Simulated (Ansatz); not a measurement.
Starting structure of a cell relaxation (symmetry kept):

Space group P-6m2 (No. 187). a = 4.090 Å, b = 4.090 Å, c = 3.788 Å, α = 90.00°, β = 90.00°, γ = 120.00°
```csv
atom,site,symmetry,x,y,z
Pb,1a,-6m2,0.0000,0.0000,0.0000
S,1f,-6m2,0.6667,0.3333,0.5000
```

These are results of DFT PBE+D3(BJ), scalar-relativistic, plane waves, PAW (Ansatz), not measurements.

Cutoff 420 eV; k points 12×12×12 on the computed 2-atom cell (Γ-centred); Gaussian smearing, width 0.10 eV; no spin polarisation.

Task: What does it relax to?

Result: The volume drops by 1.20 Å³/atom to 26.24 Å³/atom, and the energy falls by 7.9 meV/atom. Final structure:
```yaml
crystal:
  lattice:
    - [4.00896, 0.00000, 0.00000]
    - [-2.00448, 3.47187, 0.00000]
    - [0.00000, 0.00000, 3.77004]
  atoms:
    - { symbol: Pb, position: [0.00000, 0.00000, 0.00000] }
    - { symbol: S, position: [0.66667, 0.33333, 0.50000] }
```

Course of the relaxation (steps run on the plane waves of an earlier cell, and the basis is chosen afresh near the end, so energy and pressure can step there; trial steps that raised the energy were taken back; energies are free energies):

```json
{"step": "1", "E − E_final (meV/atom)": "7.9", "P (GPa)": "-2.00", "V (Å³/atom)": "27.44"}
{"step": "2", "E − E_final (meV/atom)": "0.7", "P (GPa)": "0.76", "V (Å³/atom)": "25.90"}
{"step": "3", "E − E_final (meV/atom)": "-0.1", "P (GPa)": "-0.07", "V (Å³/atom)": "26.26"}
{"step": "4", "E − E_final (meV/atom)": "-0.1", "P (GPa)": "0.00", "V (Å³/atom)": "26.24"}
{"step": "5", "E − E_final (meV/atom)": "0.0", "P (GPa)": "0.00", "V (Å³/atom)": "26.24"}
```

Spin–orbit coupling is left out, which can shift energies with elements as heavy as these. An atom lies near a switch of its D3 coefficient C6 between reference coordination numbers, so the dispersion energy changes steeply there and can make or shift the minimum.

Cost: 1 run of about 0.96 core-minutes, on Arm Neoverse V2 (shared hosts).